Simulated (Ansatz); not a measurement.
## Phases of Ag at 390 GPa

Structure types of Ag are relaxed in primitive cells with their symmetry kept at 390 GPa, first on PAW files, then by LAPW. The enthalpy is E + pV at zero temperature, without zero-point motion. Only the types listed were tried, and differences under about 5 meV/atom are mesh noise.

Computed with Ansatz 0.2.0; functional PBE, scalar-relativistic. Settings: Fermi–Dirac smearing of 0.05 eV, no spin polarisation. Methods: LAPW: all electrons, basis error target 0.5 meV/atom; PAW: frozen-core files, cutoff 420 eV.

k meshes: fcc 20×20×20, bcc 20×20×20, hcp 19×19×10, diamond 15×15×15, simple hexagonal 19×19×18, sc 18×18×18.

Problem. Which type is lowest in enthalpy, and by how much?

Solution. fcc, 4 meV/atom below hcp, which is within the noise of the k meshes. The whole table:

```json
{"start type": "fcc", "ends as": "fcc, Fm-3m", "a, b, c (Å)": "3.321, 3.321, 3.321", "V (Å³/atom)": "9.16", "H − H(lowest), LAPW (meV/atom)": "0.0", "same, PAW": "0.0"}
{"start type": "bcc", "ends as": "bcc, Im-3m", "a, b, c (Å)": "2.637, 2.637, 2.637", "V (Å³/atom)": "9.16", "H − H(lowest), LAPW (meV/atom)": "91.8", "same, PAW": "90.9"}
{"start type": "hcp", "ends as": "hcp, P6_3/mmc", "a, b, c (Å)": "2.344, 2.344, 3.848", "V (Å³/atom)": "9.15", "H − H(lowest), LAPW (meV/atom)": "4.3", "same, PAW": "4.3"}
{"start type": "diamond", "ends as": "diamond, Fd-3m", "a, b, c (Å)": "4.520, 4.520, 4.520", "V (Å³/atom)": "11.54", "H − H(lowest), LAPW (meV/atom)": "9887.9", "same, PAW": "9871.9"}
{"start type": "simple hexagonal", "ends as": "simple hexagonal, P6/mmm", "a, b, c (Å)": "2.257, 2.257, 2.161", "V (Å³/atom)": "9.53", "H − H(lowest), LAPW (meV/atom)": "1595.0", "same, PAW": "1590.6"}
{"start type": "sc", "ends as": "sc, Pm-3m", "a, b, c (Å)": "2.144, 2.144, 2.144", "V (Å³/atom)": "9.86", "H − H(lowest), LAPW (meV/atom)": "2957.5", "same, PAW": "2949.5"}
```
